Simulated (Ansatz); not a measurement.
The system is CdTe.

```xyz
2
Lattice="0.0000 3.2050 3.2050 3.2050 0.0000 3.2050 3.2050 3.2050 0.0000" Properties=species:S:1:pos:R:3 pbc="T T T"
Te    4.8075    4.8075    4.8075
Cd    0.0000    0.0000    0.0000
```

Program: Ansatz 0.2.0. Alike in all runs: potentials or basis Ansatz PAW; cell as given.

**Question.** Order these runs on this cell by their band gap on the k mesh, lowest first.
A. level r2SCAN; spin SOC, no magnetisation; k mesh 5 × 5 × 5; cutoff (eV) 500; smearing fermi-dirac 0.05 eV; points for each segment of the path 14; mesh quality not flagged
B. level r2SCAN; spin off; k mesh 7 × 7 × 7; cutoff (eV) 500; smearing fermi-dirac 0.05 eV; points for each segment of the path 14; mesh quality not flagged
C. level PBE; spin off; k mesh 7 × 7 × 7; cutoff (eV) 420; smearing gaussian 0.024 eV; mesh quality not flagged
D. level r2SCANh; spin off; k mesh 4 × 4 × 4; cutoff (eV) 500; smearing fermi-dirac 0.05 eV; points for each segment of the path 4; mesh quality coarse
E. level r2SCAN0; spin off; k mesh 4 × 4 × 4; cutoff (eV) 500; smearing fermi-dirac 0.05 eV; points for each segment of the path 4; mesh quality coarse

**Answer.** C (0.87 eV), A (1.12 eV), B (1.39 eV), D (1.90 eV), E (2.71 eV).

Caveats: some runs use coarse meshes; spin-orbit coupling is left out, which moves the levels of the heavy elements (some runs); odd divisions of the mesh miss points on the zone boundary, where band edges often lie, so the gap on the mesh can be too wide (some runs).
